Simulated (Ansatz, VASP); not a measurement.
# Two plane-wave programs on Ta

```xyz
2
Lattice="2.9004 0.0000 0.0000 -1.4502 2.5118 0.0000 0.0000 0.0000 5.1663" Properties=species:S:1:pos:R:3 pbc="T T T"
Ta    0.0000    1.6745    1.2916
Ta    1.4502    0.8373    3.8747
```

This isn't the form of Ta at room conditions, which is bcc.

Alike in both runs: task single point; functional PBE; k mesh 11 × 11 × 5; occupations gaussian, width 0.011 eV; no spin polarisation.

|  | VASP | Ansatz |
| --- | --- | --- |
| version | VASP 6.6.1 | Ansatz 0.2.0 |
| potentials or method | VASP PAW PBE potentials, release 64 (Ta_pv) | Ansatz PAW |
| plane-wave cutoff (eV) | 520 | 420 |
| valence electrons in the cell | 22 | 26 |

|  | VASP | Ansatz | Ansatz less VASP |
| --- | --- | --- | --- |
| gap on the k mesh at the Fermi level (eV) | none | none | - |
| pressure (GPa) | -1.0 | -1.0 | -0.03 |
| largest component of the traceless stress (GPa) | 1.15 | 1.15 | -0.005 |

A gap of «none» marks a metal or a gap that the smearing closes. With one functional, cell and mesh, what is left measures potentials, basis and numerics. The two sets of potentials don't hold the same shells in valence.

Spin-orbit coupling is left out, which matters for the levels of Ta.
